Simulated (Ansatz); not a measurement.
A relaxation computed with Ansatz, from input to last step.

```yaml
crystal:
  lattice:
    - [1.3376726824, 0.7723056833, 5.6992122154]
    - [-1.3376726824, 0.7723056833, 5.6992122154]
    - [0.0, -1.5446113666, 5.6992122154]
  atoms:
    - { symbol: Co, position: [0.5, 0.5, 0.5] }
    - { symbol: Pd, position: [0.0, 0.0, 0.0] }
    - { symbol: O, position: [0.1114414699, 0.1114414699, 0.1114414699] }
    - { symbol: O, position: [0.8885585301, 0.8885585301, 0.8885585301] }
basis:
  ecutwfc: 420
kpoints:
  mp_grid: { grid: [18, 18, 18] }
hamiltonian:
  xc: pbe
scf:
  occupations: { method: gaussian, width: 0.1 }
output:
  forces: true
  stress: true
  eigenvalues: true
relax:
  adjacent_minimum: "off"
  f_tol: 0.008
  max_steps: 50
  cell: { stress_tol: 0.08, p_target: 50.0 }
```

```bash
ansatz run input.yaml --threads 1 --pin off --max-ram 2560MiB --backend cpu --events-out ev --progress --plain --runs-dir out
```

The calculation used DFT PBE, scalar-relativistic, plane waves, PAW in Ansatz.

Of 8 frames 7 are shown, positions in Å and forces in eV/Å; the SCF threshold varies from step to step. Steps run on the plane waves of an earlier cell, with a Pulay correction in the pressure. The basis is chosen afresh for the last frame, the zero of the energies, and at times for earlier ones too; energy and pressure step there, also at an unchanged geometry. The relaxation lowers the enthalpy F + PV at the target pressure, so the free energy itself can rise. Spin polarisation was left out; whether the Co atoms would carry moments isn't shown by this run.

```xyz
4
Lattice="1.3377 0.7723 5.6992 -1.3377 0.7723 5.6992 0.0000 -1.5446 5.6992" Properties=species:S:1:pos:R:3:forces:R:3 pbc="T T T" step=1 free_energy_over_end_meV_per_atom=21.24 pressure_GPa=54.78
Co    0.0000    0.0000    8.5488    0.0000    0.0000    0.0000
Pd    0.0000    0.0000    0.0000    0.0000    0.0000    0.0000
O     0.0000    0.0000    1.9054    0.0000    0.0000   -0.3832
O     0.0000    0.0000   15.1923    0.0000    0.0000    0.3832
4
Lattice="1.3359 0.7713 5.7401 -1.3359 0.7713 5.7401 0.0000 -1.5426 5.7401" Properties=species:S:1:pos:R:3:forces:R:3 pbc="T T T" step=2 free_energy_over_end_meV_per_atom=5.53 pressure_GPa=51.84
Co    0.0000    0.0000    8.6102    0.0000    0.0000    0.0000
Pd    0.0000    0.0000    0.0000    0.0000    0.0000    0.0000
O     0.0000    0.0000    1.9131    0.0000    0.0000   -0.2935
O     0.0000    0.0000   15.3072    0.0000    0.0000    0.2935
4
Lattice="1.3312 0.7686 5.7837 -1.3312 0.7686 5.7837 0.0000 -1.5371 5.7837" Properties=species:S:1:pos:R:3:forces:R:3 pbc="T T T" step=3 free_energy_over_end_meV_per_atom=2.71 pressure_GPa=50.29
Co    0.0000    0.0000    8.6755    0.0000    0.0000    0.0000
Pd    0.0000    0.0000    0.0000    0.0000    0.0000    0.0000
O     0.0000    0.0000    1.9151    0.0000    0.0000   -0.0122
O     0.0000    0.0000   15.4359    0.0000    0.0000    0.0122
4
Lattice="1.3323 0.7692 5.7817 -1.3323 0.7692 5.7817 0.0000 -1.5384 5.7817" Properties=species:S:1:pos:R:3:forces:R:3 pbc="T T T" step=4 free_energy_over_end_meV_per_atom=-0.94 pressure_GPa=49.79
Co    0.0000    0.0000    8.6725    0.0000    0.0000    0.0000
Pd    0.0000    0.0000    0.0000    0.0000    0.0000    0.0000
O     0.0000    0.0000    1.9146    0.0000    0.0000    0.0089
O     0.0000    0.0000   15.4303    0.0000    0.0000   -0.0089
4
Lattice="1.3319 0.7690 5.7820 -1.3319 0.7690 5.7820 0.0000 -1.5380 5.7820" Properties=species:S:1:pos:R:3:forces:R:3 pbc="T T T" step=5 free_energy_over_end_meV_per_atom=0.51 pressure_GPa=50.00
Co    0.0000    0.0000    8.6730    0.0000    0.0000    0.0000
Pd    0.0000    0.0000    0.0000    0.0000    0.0000    0.0000
O     0.0000    0.0000    1.9147    0.0000    0.0000   -0.0001
O     0.0000    0.0000   15.4312    0.0000    0.0000    0.0001
4
Lattice="1.3319 0.7690 5.7820 -1.3319 0.7690 5.7820 0.0000 -1.5380 5.7820" Properties=species:S:1:pos:R:3:forces:R:3 pbc="T T T" step=6 free_energy_over_end_meV_per_atom=0.19 pressure_GPa=50.06
Co    0.0000    0.0000    8.6730    0.0000    0.0000    0.0000
Pd    0.0000    0.0000    0.0000    0.0000    0.0000    0.0000
O     0.0000    0.0000    1.9147    0.0000    0.0000   -0.0002
O     0.0000    0.0000   15.4312    0.0000    0.0000    0.0002
4
Lattice="1.3318 0.7689 5.7833 -1.3318 0.7689 5.7833 0.0000 -1.5378 5.7833" Properties=species:S:1:pos:R:3:forces:R:3 pbc="T T T" step=8 free_energy_over_end_meV_per_atom=0.00 pressure_GPa=50.00
Co    0.0000    0.0000    8.6750    0.0000    0.0000    0.0000
Pd    0.0000    0.0000    0.0000    0.0000    0.0000    0.0000
O     0.0000    0.0000    1.9150    0.0000    0.0000    0.0003
O     0.0000    0.0000   15.4350    0.0000    0.0000   -0.0003
```

Time: 120 s on 1 thread of Intel(R) Xeon(R) 6975P-C (Granite Rapids), on a shared host, peak memory 0.77 GiB.